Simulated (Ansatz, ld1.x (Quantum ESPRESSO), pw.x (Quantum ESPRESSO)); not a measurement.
# From atom to crystal: TM potential for technetium (Tc)

Tc (Z = 43), norm-conserving Troullier–Martins (Kleinman–Bylander form), made with ld1.x (Quantum ESPRESSO) 7.5 (PBE, scalar-relativistic). Core [Kr], reference 4d5 5s0 5p0 (charge +2). Waves: 5p (bound, empty): rc 2.35 bohr; 4d (bound): rc 1.40 bohr; 5s (bound, empty): rc 2.50 bohr. Local part: the s channel. Core correction: none.

Crystal test: bcc Tc in pw.x 7.5, no spin, 15³ k-points, Fermi–Dirac smearing 0.01 Ry, cutoffs 75/300 Ry. The reference is all-electron LAPW (Ansatz 0.2.0) with the same functional, mesh and smearing; V0 and B0 come from Birch–Murnaghan fits to the pressures at five volumes. Errors are pseudo minus all-electron; Δ is the rms difference of the E(V) curves that follow from these fits, minima aligned, over ±6 % about the mean V0. Mesh and smearing are coarse, so the numbers serve the comparison and aren't converged zero-temperature values; the lattice is a test structure that the element need not adopt.

| V (Å³/atom) | P all-electron (GPa) | P pseudo (GPa) |
| --- | --- | --- |
| 13.899 | 17.20 | 15.15 |
| 14.265 | 8.23 | 5.29 |
| 14.631 | 0.42 | -3.24 |
| 14.997 | -6.37 | -10.62 |
| 15.363 | -12.28 | -17.00 |

All-electron: a0 = 3.083 Å (V0 = 14.65 Å³/atom), B0 = 289.0 GPa.

Pseudopotential: mean pressure error (GPa): -3.52; a0 (Å): 3.071; a0 error (%): -0.38; B0 error (%): +15.0; Δ (meV/atom): 11.2. This is a poor potential for the solid.

Problem. At the middle volume, how do free energy and pressure move when the wave cutoff is lowered (ecutrho kept at four times it)?

Solution.

| cutoff (Ry) | shift of F (meV/atom) | shift of P (GPa) |
| --- | --- | --- |
| 34 | +1739.8 | -72.22 |
| 45 | +249.4 | -14.91 |
| 60 | +12.6 | -1.13 |

The run at the middle volume (120 k-points, 13 iterations) took about 35 s on one core of a shared host (Neoverse-V1, 32 threads, 247 GiB, load 13).
